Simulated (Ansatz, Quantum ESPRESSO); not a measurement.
One calculation of Tc, 3 ways

```
CELL_PARAMETERS angstrom
2.73936 0.00000 0.00000
-1.36968 2.37235 0.00000
0.00000 0.00000 8.76968
ATOMIC_POSITIONS crystal
Tc 0.66667 0.33333 0.75000
Tc 0.00000 0.00000 0.50000
Tc 0.33333 0.66667 0.25000
Tc 0.00000 0.00000 0.00000
```

Alike in all runs: task single point; functional PBEsol; k mesh 11 × 11 × 3; occupations fermi-dirac, width 0.05 eV; no spin polarisation; no spin-orbit coupling. Pressure is positive in compression and, in plane waves, holds the error of the finite cutoff, which Ansatz's Pulay term estimates and takes out.

| program and potentials | plane-wave cutoff (eV) | notes | pressure (GPa) |
| --- | --- | --- | --- |
| Ansatz, Ansatz PAW (files of its older set among them) | 500 | potentials made for PBE, which Ansatz adapts in part | -5.25 |
| Quantum ESPRESSO, GBRV 1.5 PBEsol | 612 | - | -5.72 |
| Ansatz, all-electron LAPW, scalar-relativistic | - | - | -5.27 |

The pressure spans -5.72 (Quantum ESPRESSO, GBRV 1.5 PBEsol) to -5.25 GPa (Ansatz, Ansatz PAW (files of its older set among them)), with all-electron results at -5.27.

Differences between rows come from potentials, basis sets and numerical settings, since the functional is the same but for its coding. Runs on potential files found faulty are left out.
